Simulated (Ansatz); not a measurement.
Method: Ansatz, DFT PBE, scalar-relativistic, plane waves, PAW. Settings: cutoff 420 eV, Γ-centred meshes spaced at most about 0.3 Å⁻¹, and about 0.25 Å⁻¹ or finer for metals (2π included), Gaussian smearing. No spin polarisation.

These are static total energies at zero pressure.

Two forms of BeTe2 were relaxed alike.

A.

```cif
data_structure
_symmetry_space_group_name_H-M 'Ibam'
_symmetry_Int_Tables_number 72
_cell_length_a 4.6006
_cell_length_b 10.0013
_cell_length_c 6.8022
_cell_angle_alpha 90.000
_cell_angle_beta 90.000
_cell_angle_gamma 90.000
_cell_volume 312.99
loop_
_atom_site_label
_atom_site_type_symbol
_atom_site_symmetry_multiplicity
_atom_site_Wyckoff_symbol
_atom_site_fract_x
_atom_site_fract_y
_atom_site_fract_z
_atom_site_occupancy
Be1 Be 4 a 0.50000 0.50000 0.25000 1
Te1 Te 8 j 0.80588 0.38535 0.00000 1
```

B.

```cif
data_structure
_symmetry_space_group_name_H-M 'I4_1/amd:1'
_symmetry_Int_Tables_number 141
_cell_length_a 5.2811
_cell_length_b 5.2811
_cell_length_c 9.8746
_cell_angle_alpha 90.000
_cell_angle_beta 90.000
_cell_angle_gamma 90.000
_cell_volume 275.41
loop_
_atom_site_label
_atom_site_type_symbol
_atom_site_symmetry_multiplicity
_atom_site_Wyckoff_symbol
_atom_site_fract_x
_atom_site_fract_y
_atom_site_fract_z
_atom_site_occupancy
Be1 Be 4 a 0.00000 0.00000 0.00000 1
Te1 Te 8 e 0.00000 0.00000 0.25774 1
```

Question: Which is lower in energy, and by how much?

Answer: A is lower, by 0.32 eV/atom. A has space group Ibam (No. 72), 26.1 Å³/atom and a gap of 0.23 eV on its mesh; B has the anatase type, space group I4_1/amd (No. 141), 23.0 Å³/atom and no gap. Counting Te atoms around Be (those within 1.25 times the shortest such distance or 1.15 times the sum of covalent radii), A has Be 4 and B has Be 6. A holds Te–Te pairs (shortest 2.91 Å); in B the shortest Te–Te distance is 3.51 Å. Both come from invented guesses.

Weakly bound directions are ill-defined at this level, which has no dispersion term (Ibam), and this can change margins and order among such cells. These runs have no spin–orbit coupling, which can matter for Te. Kohn–Sham gaps at this level usually fall short of measured ones. The missing spin–orbit coupling can work the other way here. Cells relaxed within their symmetry can be saddle points.
